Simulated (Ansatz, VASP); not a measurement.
# One calculation of WC, two programs

Contents of INCAR:

```
SYSTEM = WC
  PREC = Accurate
  ENCUT = 520
  EDIFF = 1E-6
  ISMEAR = -1
  SIGMA = 0.05
  LREAL = .False.
  LASPH = .True.
  NELM = 80
  ALGO = Normal
  ISIF = 2
  LWAVE = .False.
  LCHARG = .False.
  GGA = PE
  NBANDS = 16
```

File KPOINTS:

```
Automatic mesh
0
Gamma
  13 13 12
  0 0 0
```

Contents of POSCAR:

```
WC
1.0
    2.9005014360      0.0000000000      0.0000000000
   -1.4502507180      2.5119079273      0.0000000000
    0.0000000000      0.0000000000      2.7724200000
W C
1 1
Direct
    0.0000000000      0.0000000000      0.0000000000
    0.6666666667      0.3333333333      0.5000000000
```

Input for Ansatz:

```yaml
crystal:
  lattice:
    - [2.900501436, 0.0, 0.0]
    - [-1.450250718, 2.5119079273, 0.0]
    - [0.0, 0.0, 2.77242]
  atoms:
    - { symbol: W, position: [0.0, 0.0, 0.0] }
    - { symbol: C, position: [0.6666666667, 0.3333333333, 0.5] }
kpoints:
  mp_grid: { grid: [13, 13, 12] }
  band_path:
    path:
      - [0.0, 0.0, 0.0]
      - [0.5, 0.0, 0.0]
      - [0.3333333333, 0.3333333333, 0.0]
      - [0.0, 0.0, 0.0]
      - [0.0, 0.0, 0.5]
      - [0.5, 0.0, 0.5]
      - [0.3333333333, 0.3333333333, 0.5]
      - [0.0, 0.0, 0.5]
      - [0.5, 0.0, 0.5]
    npoints: 5
scf:
  occupations: { method: fermi_dirac, width: 0.05 }
hamiltonian:
  xc: pbe
  pseudopotentials: { kind: all_electron, lapw: { basis_error: 0.001 } }
output:
  forces: true
  stress: true
  eigenvalues: true
```

Change from the starting cell: zz strain of -2 %.

Alike in both runs: task single point; functional PBE; k mesh 13 × 13 × 12; occupations fermi-dirac, width 0.05 eV; no spin polarisation.

|  | VASP | Ansatz |
| --- | --- | --- |
| version | VASP 6.6.1 | Ansatz 0.2.0 |
| potentials or method | VASP PAW PBE potentials, release 64 (W_sv, C) | all-electron LAPW, scalar-relativistic |
| plane-wave cutoff (eV) | 520 | see its input |

```csv
,VASP,Ansatz,Ansatz less VASP
pressure (GPa),19.6,18.3,-1.24
largest component of the traceless stress (GPa),12.00,11.73,-0.273
```

Ansatz ran all-electron here, so the differences hold the error of VASP's frozen core and of both bases.

Caveats: so large a pressure means that the cell lies far from this level's equilibrium, or that cutoff or potentials fall short (VASP). The runs have no spin-orbit coupling, so splittings on W are missing.
